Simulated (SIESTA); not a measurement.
CuO (Tenorite):

```xyz
4
Lattice="2.3418 -1.7113 0.0000 2.3418 1.7113 0.0000 -0.8500 0.0000 5.0579" Properties=species:S:1:pos:R:3 pbc="T T T"
Cu    0.7459   -0.8557    2.5289
Cu    1.1709    0.8557    0.0000
O     1.7043    0.2793    3.7934
O     2.1293   -0.2793    1.2645
```

Base run:

| Property | Result |
| --- | --- |
| Program | SIESTA 5.4.2 |
| Functional | vdW-DF-cx |
| Potentials or basis | PseudoDojo 0.4 standard (PBE files) |
| Basis | DZP (energy shift 0.003 Ry; two zetas on semicore shells) |
| Grid cutoff | 800 Ry |
| Energy shift | 0.003 Ry |
| k mesh | 10 × 10 × 5 |
| Occupations | fermi-dirac, width 0.05 eV |
| Spin | no spin polarisation |

Its results: band gap on the k mesh none (metal or under the smearing width); pressure 0.9 GPa; largest force 0.138 eV/Å.

Problem. After a change of settings the same cell gave: band gap on the k mesh none (metal or under the smearing width); pressure 13.6 GPa; largest force 0.076 eV/Å. Which change was it?
A. functional from vdW-DF-cx to PBEsol; potentials or basis from PseudoDojo 0.4 standard (PBE files) to PseudoDojo 0.4 standard (PBEsol files)
B. functional from vdW-DF-cx to BLYP
C. functional from vdW-DF-cx to AM05; potentials or basis from PseudoDojo 0.4 standard (PBE files) to PseudoDojo 0.4 standard (PBEsol files)

Solution. B.

Caveats: short orbitals over semicore shells can move pressures by several GPa; the potentials were made for another functional, which shifts forces and pressure; the basis of atomic orbitals isn't converged, which shifts pressures, moduli and gaps; the run has no spin polarisation, though such a crystal can be magnetic; semilocal functionals often make such compounds metallic where correlation or magnetic order opens a gap, which also shifts bond lengths.

Runs at the PBE level aren't shown here.
